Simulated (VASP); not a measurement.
# RbBr (Fm-3m) in VASP: settings compared

The runs below take RbBr through dielectric tensor, phonons, with LDA, PBEsol.

Everything below comes from runs of VASP 6.6.1. Logs are shortened: lines on timing, memory, paths and dates and some standing lists are left out, and cuts for length are marked.

### Step 1. Starting point

The structure is cubic, space group Fm-3m (No. 225). The conventional cell has a = 6.920 Å, b = 6.920 Å, c = 6.920 Å, α = 90.00°, β = 90.00°, γ = 90.00°. Around Rb (site symmetry m-3m) lie 6 Br at 3.46 Å. Around Br (site symmetry m-3m) lie 6 Rb at 3.46 Å.

### Step 2. Dielectric tensor, LDA

The input, INCAR:

```
ALGO = Normal ; EDIFF = 1E-8
ENCUT = 600 ; ISIF = 2
ISMEAR = 0 ; LASPH = T
LCHARG = F ; LEPSILON = T
LREAL = F ; LWAVE = F
NELM = 80 ; PREC = Accurate
SIGMA = 0.03
```

The input, KPOINTS:

```
k-points
0
Monkhorst-Pack
  12 12 12
```

The input, POSCAR:

```
RbBr                                    
1.0
   -0.0000000000      3.4597660645      3.4597660645
    3.4597660645     -0.0000000000      3.4597660645
    3.4597660645      3.4597660645      0.0000000000
  Rb              Br            
     1     1
Direct
     0.0000000000000000    0.0000000000000000    0.0000000000000000
     0.5000000000000000    0.5000000000000000    0.5000000000000000
```

Potentials or basis: VASP PAW LDA potentials, release 64 (Rb_sv, Br).

The run is started by

```console
> cat potpaw_LDA.64/Rb_sv/POTCAR potpaw_LDA.64/Br/POTCAR > POTCAR
> mpirun -np 1 vasp_std > vasp.out
```

OUTCAR:

```text
EDIFF = 1E-8
   ENCUT = 600
   ISIF = 2
   ISMEAR = 0
   LASPH = T
   LEPSILON = T
   LREAL = F
   NELM = 80
   PREC = Accurate

 ion  position               nearest neighbor table
   1  0.000  0.000  0.000-   2 3.46   2 3.46   2 3.46   2 3.46   2 3.46   2 3.46
   2  0.500  0.500  0.500-   1 3.46   1 3.46   1 3.46   1 3.46   1 3.46   1 3.46

  LATTYP: Found a face centered cubic cell.
 ALAT       =     6.9195321290

  Lattice vectors:

 A1 = (   0.0000000000,   3.4597660645,   3.4597660645)
 A2 = (   3.4597660645,   0.0000000000,   3.4597660645)
 A3 = (   3.4597660645,   3.4597660645,   0.0000000000)

Analysis of symmetry for initial positions (statically):
=====================================================================
 Subroutine PRICEL returns:
 Original cell was already a primitive cell.

 Routine SETGRP: Setting up the symmetry group for a
 face centered cubic supercell.

 Subroutine GETGRP returns: Found 48 space group operations
 (whereof 48 operations were pure point group operations)
 out of a pool of 48 trial point group operations.

The static configuration has the point symmetry O_h .

Analysis of symmetry for dynamics (positions and initial velocities):
=====================================================================
 Subroutine PRICEL returns:
 Original cell was already a primitive cell.

 Routine SETGRP: Setting up the symmetry group for a
 face centered cubic supercell.

 Subroutine GETGRP returns: Found 48 space group operations
 (whereof 48 operations were pure point group operations)
 out of a pool of 48 trial point group operations.

The dynamic configuration has the point symmetry O_h .

 Subroutine INISYM returns: Found 48 space group operations
 (whereof 48 operations are pure point group operations),
 and found     1 'primitive' translations

----------------------------------------------------------------------------------------

                                     Primitive cell

  volume of cell :      82.8267
[... 514 lines left out ...]
     3.459766065  0.000000000  3.459766065     0.144518442 -0.144518442  0.144518442
     3.459766065  3.459766065  0.000000000     0.144518442  0.144518442 -0.144518442

 POSITION                                       TOTAL-FORCE (eV/Angst)
 -----------------------------------------------------------------------------------
      0.00000      0.00000      0.00000         0.000000     -0.000000      0.000000
      3.45977      3.45977      3.45977        -0.000000      0.000000     -0.000000
 -----------------------------------------------------------------------------------
    total drift:                                0.000000     -0.000000     -0.000000

  FREE ENERGIE OF THE ION-ELECTRON SYSTEM (eV)
  ---------------------------------------------------
  free  energy   TOTEN  =        -6.6747633087 eV

  energy  without entropy=       -6.6747633087  energy(sigma->0) =       -6.67476331

 HEAD OF MICROSCOPIC STATIC DIELECTRIC TENSOR (INDEPENDENT PARTICLE, excluding Hartree and local field effects)
 ------------------------------------------------------
           2.905936     0.000000    -0.000000
          -0.000000     2.905936     0.000000
           0.000000    -0.000000     2.905936
 ------------------------------------------------------

 Free energy of the ion-electron system (eV)
  ---------------------------------------------------
  ---------------------------------------------------
  free energy    TOTEN  =        -0.40254250 eV

  energy without entropy =       -0.40254250

------------------------ aborting loop because EDIFF is reached ----------------------------------------

--------------------------------------- Ionic step        2  -------------------------------------------

------------------------ aborting loop because EDIFF is reached ----------------------------------------

--------------------------------------- Ionic step        3  -------------------------------------------

 Free energy of the ion-electron system (eV)
  ---------------------------------------------------
  ---------------------------------------------------
  free energy    TOTEN  =        -0.40254256 eV

  energy without entropy =       -0.40254256

------------------------ aborting loop because EDIFF is reached ----------------------------------------

 PIEZOELECTRIC TENSOR FIELD DIRECTION 3  (e Angst)
 -----------------------------------------------------------------------------
    -0.00014  0.00000 -0.00000           (  0.00000  0.00000 -0.00000)
     0.00000 -0.00014  0.00000           (  0.00000  0.00000  0.00000)
    -0.00000  0.00000 -0.00037           ( -0.00000  0.00000  0.00000)

 PIEZOELECTRIC TENSOR FIELD DIRECTION 3  (C/m^2)
 -----------------------------------------------------------------------------
    -0.00003  0.00000 -0.00000
     0.00000 -0.00003  0.00000
    -0.00000  0.00000 -0.00007

 MACROSCOPIC STATIC DIELECTRIC TENSOR (including local field effects in DFT)
 ------------------------------------------------------
           2.581990     0.000000     0.000000
          -0.000000     2.581990     0.000000
           0.000000    -0.000000     2.581990
 ------------------------------------------------------

 PIEZOELECTRIC TENSOR (including local field effects)  for field in x, y, z        (e  Angst)
          XX          YY          ZZ          XY          YZ          ZX
  --------------------------------------------------------------------------------
  x     0.00000     0.00000     0.00000     0.00000     0.00000     0.00000
  y     0.00000     0.00000     0.00000     0.00000     0.00000     0.00000
  z     0.00000     0.00000     0.00000     0.00000     0.00000     0.00000

 PIEZOELECTRIC TENSOR (including local field effects)  for field in x, y, z        (C/m^2)
          XX          YY          ZZ          XY          YZ          ZX
  --------------------------------------------------------------------------------
  x     0.00000     0.00000     0.00000     0.00000     0.00000     0.00000
  y     0.00000     0.00000     0.00000     0.00000     0.00000     0.00000
  z     0.00000     0.00000     0.00000     0.00000     0.00000     0.00000

 BORN EFFECTIVE CHARGES (including local field effects) (in |e|, cummulative output)
 ---------------------------------------------------------------------------------
 ion    1
    1     1.15591     0.00000     0.00000
    2     0.00000     1.15591     0.00000
    3     0.00000     0.00000     1.15591
 ion    2
    1    -1.15591     0.00000     0.00000
    2     0.00000    -1.15591     0.00000
    3     0.00000     0.00000    -1.15591
```

stdout:

```text
POSCAR found type information on POSCAR RbBr
 POSCAR found :  2 types and       2 ions
 scaLAPACK will be used
 LDA part: xc-table for (Slater(with rela. corr.)+CA(PZ))
 , standard interpolation
 -----------------------------------------------------------------------------
[... 38 lines left out ...]
 dielectric tensor                  component  3 :     0.001    -0.093     2.720
 Linear response to external field, progress :
  Direction:   1
 dielectric tensor                  component  1 :     2.582     0.013    -0.013
 Linear response to external field, progress :
  Direction:   2
 dielectric tensor                  component  2 :     0.013     2.582    -0.013
 Linear response to external field, progress :
  Direction:   3
 dielectric tensor                  component  3 :     0.020    -0.020     2.582
 Born effective charges drift removed
```

Run time: 75 min. Hardware: 1 thread of Intel Xeon Platinum 8259CL at 2.50GHz (Skylake/Cascade Lake), shared host; peak memory 1.4 GiB.

What came out:

```
Electronic dielectric tensor (diagonal) : 2.58
Born charges (mean of the diagonal)     : Rb +1.16; Br -1.16 e
```

Electronic dielectric tensor:
```
2.58 0.00 0.00
0.00 2.58 0.00
0.00 0.00 2.58
```

Born effective charge tensors (e):
atom 1, Rb
```
1.16 0.00 0.00
0.00 1.16 0.00
0.00 0.00 1.16
```
atom 2, Br
```
-1.16  0.00  0.00
 0.00 -1.16  0.00
 0.00  0.00 -1.16
```

### Step 3. Phonons, LDA

This run uses another cell than the first one, of 37.20 Å³/atom, 0.898 times its volume.

The input, POSCAR:

```
RbBr
1.0
    0.0000000000      3.3382365407      3.3382365407
    3.3382365407      0.0000000000      3.3382365407
    3.3382365407      3.3382365407     -0.0000000000
  Rb              Br
     1     1
Direct
     0.0000000000000000    0.0000000000000000    0.0000000000000000
     0.5000000000000000    0.5000000000000000    0.5000000000000000
```

The input, INCAR.step1:

```
ALGO = Normal ; EDIFF = 1E-8
EDIFFG = -0.002 ; ENCUT = 600
IBRION = 2 ; ISIF = 3
ISMEAR = 0 ; LASPH = T
LCHARG = F ; LREAL = F
LWAVE = F ; NELM = 80
NSW = 40 ; PREC = Accurate
PSTRESS = 15.0 ; SIGMA = 0.03
```

The input, INCAR.step2:

```
ALGO = Normal ; EDIFF = 1E-8
ENCUT = 600 ; IBRION = 6
ISIF = 2 ; ISMEAR = 0
LASPH = T ; LCHARG = F
LREAL = F ; LWAVE = F
NELM = 80 ; NFREE = 2
NSW = 1 ; POTIM = 0.015
PREC = Accurate ; PSTRESS = 15.0
SIGMA = 0.03
```

The input, KPOINTS:

```
k-points
0
Gamma
  8 8 8
```

Potentials or basis: VASP PAW LDA potentials, release 64 (Rb_sv, Br).

The run is started by

```console
> cat potpaw_LDA.64/Rb_sv/POTCAR potpaw_LDA.64/Br/POTCAR > POTCAR
> cp INCAR.step1 INCAR
> mpirun -np 1 vasp_std > vasp.out
> cp CONTCAR POSCAR
> cp INCAR.step2 INCAR
> mpirun -np 1 vasp_std > vasp.out
```

OUTCAR:

```text
EDIFF = 1E-8
   ENCUT = 600
   IBRION = 6
   ISIF = 2
   ISMEAR = 0
   LASPH = T
   LREAL = F
   NELM = 80
   NFREE = 2
   NSW = 1
   POTIM = 0.015
   PREC = Accurate
   PSTRESS = 15.0

 ion  position               nearest neighbor table
   1  0.000  0.000  0.000-   2 3.26   2 3.26   2 3.26   2 3.26   2 3.26   2 3.26
   2  0.500  0.500  0.500-   1 3.26   1 3.26   1 3.26   1 3.26   1 3.26   1 3.26

  LATTYP: Found a face centered cubic cell.
 ALAT       =     6.5246319225
[... 756 lines left out ...]
  x     0.00000     0.00000     0.00000     0.00000     0.00000     0.00000
  y     0.00000     0.00000     0.00000     0.00000     0.00000     0.00000
  z     0.00000     0.00000     0.00000     0.00000     0.00000     0.00000

 INTERNAL STRAIN TENSOR FOR ION    2 for displacements in x,y,z  (eV/Angst):
          X           Y           Z          XY          YZ          ZX
  --------------------------------------------------------------------------------
  x     0.00000     0.00000     0.00000     0.00000     0.00000     0.00000
  y     0.00000     0.00000     0.00000     0.00000     0.00000     0.00000
  z     0.00000     0.00000     0.00000     0.00000     0.00000     0.00000

 Eigenvectors and eigenvalues of the dynamical matrix
 ----------------------------------------------------

   1 f  =    3.470541 THz    21.806055 2PiTHz  115.764799 cm-1    14.352999 meV
             X         Y         Z           dx          dy          dz
      0.000000  0.000000  0.000000     0.694905    0.000000    0.000000
      3.262316  3.262316  3.262316    -0.719101   -0.000000    0.000000
[... 21 lines left out ...]
   6 f/i=    0.000986 THz     0.006194 2PiTHz    0.032882 cm-1     0.004077 meV
             X         Y         Z           dx          dy          dz
      0.000000  0.000000  0.000000     0.021971    0.196138    0.691487
      3.262316  3.262316  3.262316     0.021232    0.189539    0.668220

 ELASTIC MODULI CONTR FROM IONIC RELAXATION (kBar)
 Direction    XX          YY          ZZ          XY          YZ          ZX
 --------------------------------------------------------------------------------
 XX           0.0000      0.0000      0.0000      0.0000      0.0000      0.0000
 YY           0.0000      0.0000      0.0000      0.0000      0.0000      0.0000
 ZZ           0.0000      0.0000      0.0000      0.0000      0.0000      0.0000
 XY           0.0000      0.0000      0.0000      0.0000      0.0000      0.0000
 YZ           0.0000      0.0000      0.0000      0.0000      0.0000      0.0000
 ZX           0.0000      0.0000      0.0000      0.0000      0.0000      0.0000
 --------------------------------------------------------------------------------
```

OUTCAR.step1:

```text
EDIFF = 1E-8
   EDIFFG = -0.002
   ENCUT = 600
   IBRION = 2
   ISIF = 3
   ISMEAR = 0
[... 733 lines left out ...]
  --------------------------------------------------------------------------------------
  -------------------------------------------------------------------------------------
  Total        0.6515459      0.6515459      0.6515459     -0.0000000      0.0000000     -0.0000000
  in kB       15.0330658     15.0330658     15.0330658     -0.0000000      0.0000000     -0.0000000
  external PRESSURE =       0.0330658 kB  Pullay stress =      15.0000000 kB
[... 21 lines left out ...]
  energy  without entropy=       -6.6973583090  energy(sigma->0) =       -6.69735831

  enthalpy is  TOTEN    =        -6.0472454816 eV   P V=        0.6501128274

 reached required accuracy - stopping structural energy minimisation
```

Run time: 4.6 min. Hardware: 1 thread of Intel Xeon Platinum 8259CL at 2.50GHz (Skylake/Cascade Lake), shared host; peak memory 0.26 GiB.

Results:

```
Relaxed volume                                          : 34.72 Å³/atom
Relaxed cell                                            : a = 4.614 Å, b = 4.614 Å, c = 4.614 Å, α = 60.00°, β = 60.00°, γ = 60.00°
Space group after relaxing (to 0.05 Å)                  : Fm-3m (No. 225)
Highest phonon frequency at Γ, LO-TO splitting left out : 116 cm⁻¹
```

Step by step:
| step | energy change (eV) | largest force (eV/Å) | pressure (GPa) | volume (Å³) |
| --- | --- | --- | --- | --- |
| 1 | 0.0000 | 0.0000 | -0.01 | 74.40 |
| 2 | 0.0116 | 0.0000 | 1.06 | 70.69 |
| 3 | 0.0210 | 0.0000 | 1.48 | 69.49 |
| 4 | 0.0219 | 0.0000 | 1.52 | 69.40 |
| 5 | 0.0215 | 0.0000 | 1.50 | 69.44 |

Final structure:
```yaml
crystal:
  lattice:
    - [0.00000, 3.26232, 3.26232]
    - [3.26232, 0.00000, 3.26232]
    - [3.26232, 3.26232, 0.00000]
  atoms:
    - { symbol: Rb, position: [0.00000, 0.00000, 0.00000] }
    - { symbol: Br, position: [0.50000, 0.50000, 0.50000] }
```

Phonon frequencies in cm⁻¹ (negative: imaginary):
| q point | frequencies |
| --- | --- |
| (0.000, 0.000, 0.000) | 0 0 0 116 116 116 |

(Part 1 of 3 ends here.)
